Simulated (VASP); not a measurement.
Runs of VASP 6.6.1 on Te. It takes space group P3_121 (No. 152, trigonal). Conventional cell: a = 4.454 Å, b = 4.454 Å, c = 5.924 Å, α = 90.00°, β = 90.00°, γ = 120.00°. Around Te (site symmetry 2) lie 2 Te at 2.86 Å. 

| level | potentials or basis | gap on the mesh (eV) | pressure (GPa) | relaxed volume (Å³/atom) | largest force (eV/Å) |
| --- | --- | --- | --- | --- | --- |
| LDA | VASP PAW LDA potentials, release 64 (Te) | 0.39 | 0.0 | 31.34 | 0.01 |
| PBE+D3(BJ) | VASP PAW PBE potentials, release 64 (Te) | 0.45 | 0.0 | (c) | 0.01 |
| r2SCAN | VASP PAW PBE potentials, release 64 (Te) | 0.88 | 0.0 | 36.23 | - |
| PBE | VASP PAW PBE potentials, release 64 (Te) | 0.57 | 0.0 | (b) | - |
| PBEsol | VASP PAW PBE potentials, release 64 (Te) | 0.43 | 0.0 | (a) | 0.01 |

Alike in all rows: task relaxation of cell and atoms; no spin polarisation; cell relaxed; k mesh 9 × 9 × 5; cutoff (eV) 600; smearing gaussian 0.03 eV.

Q: Fill in the values left out.

A: (a) 32.05; (b) 35.11; (c) 32.06.

Caveats: spin-orbit coupling is left out, which moves the levels of the heavy elements; an odd mesh through Γ misses points on the zone boundary, where band edges often lie; the PAW data sets were made with another functional, which shifts forces and pressure a little (some runs).

A k mesh can miss the band edges, and the runs leave out spin-orbit coupling on Te.

Not every run made on this cell is shown here.
